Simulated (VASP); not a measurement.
# Settings for BaS: self-consistent run

BaS, molecule in box, 2 atoms in the cell. AM05; PAW potentials S, Ba_sv (PBE set). VASP 6.6.1.

Wanted: energy within 1 meV/atom.

What the run is for: comparing ways to reach the ground state; Accuracy asked: standard.

POSCAR:
```
BaS
1.0
    9.0000000000      0.0000000000      0.0000000000
    0.0000000000      9.0000000000      0.0000000000
    0.0000000000      0.0000000000     12.0000000000
S Ba
1 1
Direct
    0.5014444400      0.5023333300      0.3983583300
    0.5014444400      0.5023333300      0.6073083300
```

## Way to the ground state (with a PBE run first, the time holds both)

| Way to the ground state (with a PBE run first, the time holds both) | Energy less reference (meV/atom) | Time (s) |
|---|---|---|
| PBE orbitals, then all bands at once (ALGO All, ISEARCH 1): 25 + 18 SCF iterations | 0.0 | 136 |
| plain run (ALGO Normal): 100 SCF iterations | no result | 335 |
| PBE orbitals, then ALGO Normal: 25 + 100 SCF iterations | no result | 378 |
| ALGO Fast: 100 SCF iterations | no result | 346 |
| all bands at once from scratch: 25 SCF iterations | 0.0 | 107 |
| PBE orbitals, then damped steps (TIME 0.2): 25 + 23 SCF iterations | 0.0 | 101 |
| PBE orbitals, then damped steps (TIME 0.5): 25 + 18 SCF iterations | 0.0 | 95 |
| linear mixing: 100 SCF iterations | no result | 358 |

Chosen: PBE orbitals, then damped steps (TIME 0.5): 25 + 18 SCF iterations, the fastest of those that reach the lowest result within the tolerance.

## The input

INCAR.step1:
```
  ISMEAR = 0
  SIGMA = 0.03
  LWAVE = True
  LCHARG = True
  ISIF = 0
  NELM = 100
  ALGO = Normal
  PREC = Accurate
  LASPH = True
  LREAL = False
  EDIFF = 1E-5
  GGA_COMPAT = False
  ENCUT = 400
  EFERMI = MIDGAP
  NELMDL = -8
  GGA = PE
```

INCAR.step2:
```
  GGA = AM
  ISMEAR = 0
  SIGMA = 0.03
  LWAVE = False
  LCHARG = False
  ISIF = 0
  NELM = 100
  ALGO = Damped
  PREC = Accurate
  LASPH = True
  LREAL = False
  EDIFF = 1E-6
  GGA_COMPAT = False
  ENCUT = 400
  EFERMI = MIDGAP
  NELMDL = -8
  ISTART = 1
  TIME = 0.5
```

KPOINTS:
```
k-points
0
Gamma
  1 1 1
```

Commands (each step's output is kept before the next begins):
```
cat potpaw_PBE.64/S/POTCAR potpaw_PBE.64/Ba_sv/POTCAR > POTCAR
cp INCAR.step1 INCAR
mpirun -np 1 vasp_gam > vasp.out
cp INCAR.step2 INCAR
mpirun -np 1 vasp_gam > vasp.out
```

The chosen input took VASP 6.6.1 95 s on 1 core (Intel Xeon Platinum 8259CL @ 2.50GHz (Skylake/Cascade Lake)), a shared host.
